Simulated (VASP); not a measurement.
# Settings for LiCl: energy along a vibration (SMASS = -2)

LiCl, Fm-3m (no. 225), atoms displaced along the mode, 2 atoms in the cell. PBE, energy along a line of displacements; PAW potentials Cl, Li (PBE set). VASP 6.6.1.

Wanted: harmonic frequency within 1 %.

Space group without the displacement: Fm-3m (no. 225); Mode: optical mode at Gamma along [111].

POSCAR of the starting run:
```
LiCl
1.0
    0.0000000000      2.5647700000      2.5647700000
    2.5647700000      0.0000000000      2.5647700000
    2.5647700000      2.5647700000      0.0000000000
Cl Li
1 1
Direct
    0.4985258320      0.4985258320      0.4985258320
    0.0075301523      0.0075301523      0.0075301523

    0.0018904510   0.0018904510   0.0018904510
   -0.0096565544  -0.0096565544  -0.0096565544
```

The series start from k mesh: 5 × 5 × 5; Cutoff (eV): 340; Step along the mode (Å): 0.02; Extrapolation between steps (IWAVPR): 11. Each series keeps the choices made before it, and each single choice may use up half of a tolerance.

## k mesh

| k mesh | Harmonic frequency (THz) | Time (s) |
|---|---|---|
| 3 × 3 × 3 | 5.096 | 8.2 |
| 4 × 4 × 4 | 5.272 | 11 |
| 5 × 5 × 5 | 5.304 | 18 |
| 7 × 7 × 7 | 5.311 | 32 |
| 8 × 8 × 8 (reference) | 5.311 | 55 |

## Cutoff (eV)

| Cutoff (eV) | Harmonic frequency (THz) | Time (s) |
|---|---|---|
| 190 | 5.652 | 6.7 |
| 230 | 5.437 | 12 |
| 260 | 5.334 | 17 |
| 300 | 5.317 | 15 |
| 340 | 5.304 | 18 |
| 390 (reference) | 5.298 | 20 |

## Extrapolation between steps (IWAVPR)

| Extrapolation between steps (IWAVPR) | Harmonic frequency (THz) | Time (s) |
|---|---|---|
| 11 | 5.32 | 17 |
| 12 | 5.32 | 14 |
| 0 | 5.32 | 21 |

## Question

The rows run from the loosest to the tightest (no order: extrapolation between steps). For each series: choose the loosest value from which every tighter one stays within half of the tolerance; where there is no order, keep the first row unless others stay within half of the tolerance and take at least 30 % less time, and then take the fastest.

## Answer

- k mesh: 5 × 5 × 5
- Cutoff (eV): 300
- Extrapolation between steps (IWAVPR): 11

Also changed on the way, by series that aren't shown: Step along the mode (Å): 0.08.

## All choices together

| Input | Harmonic frequency (THz) | Time (s) |
|---|---|---|
| defaults on a coarse mesh (naive) | 5.274 | 2.4 |
| chosen settings | 5.32 | 17 |
| reference settings throughout | 5.306 | 52 |

The tolerance is met.

## The input

INCAR:
```
SYSTEM = LiCl
ALGO = Normal
EDIFF = 1E-7
ENCUT = 300
GGA = PE
IBRION = 0
ISMEAR = 0
ISYM = 0
IWAVPR = 11
KPAR = 2
LASPH = .True.
LCHARG = .False.
LREAL = .False.
LWAVE = .False.
NELMIN = 4
NSW = 9
POTIM = 1
PREC = Accurate
SIGMA = 0.03
SMASS = -2
```

KPOINTS:
```
Automatic mesh
0
Gamma
  5 5 5
  0 0 0
```

POSCAR:
```
LiCl
1.0
    0.0000000000      2.5647700000      2.5647700000
    2.5647700000      0.0000000000      2.5647700000
    2.5647700000      2.5647700000      0.0000000000
Cl Li
1 1
Direct
    0.4941033278      0.4941033278      0.4941033278
    0.0301206093      0.0301206093      0.0301206093

    0.0075618040   0.0075618040   0.0075618040
   -0.0386262176  -0.0386262176  -0.0386262176
```

Commands:
```
cat potpaw_PBE.64/Cl/POTCAR potpaw_PBE.64/Li/POTCAR > POTCAR
mpirun -np 2 vasp_std > vasp.out
```

The naive input happens to agree within the tolerance here, in 2.4 s.

The chosen input took VASP 6.6.1 17 s on 2 cores (Intel Xeon Platinum 8375C @ 2.90GHz (Ice Lake)), a shared host.

## An input that fails: POTIM multiplies the typed steps tenfold

It runs to its end, but against the unchanged starting input it is off by 627 % in the harmonic frequency.

Changes against the starting input:
```
- POTIM = 1
+ POTIM = 10
```
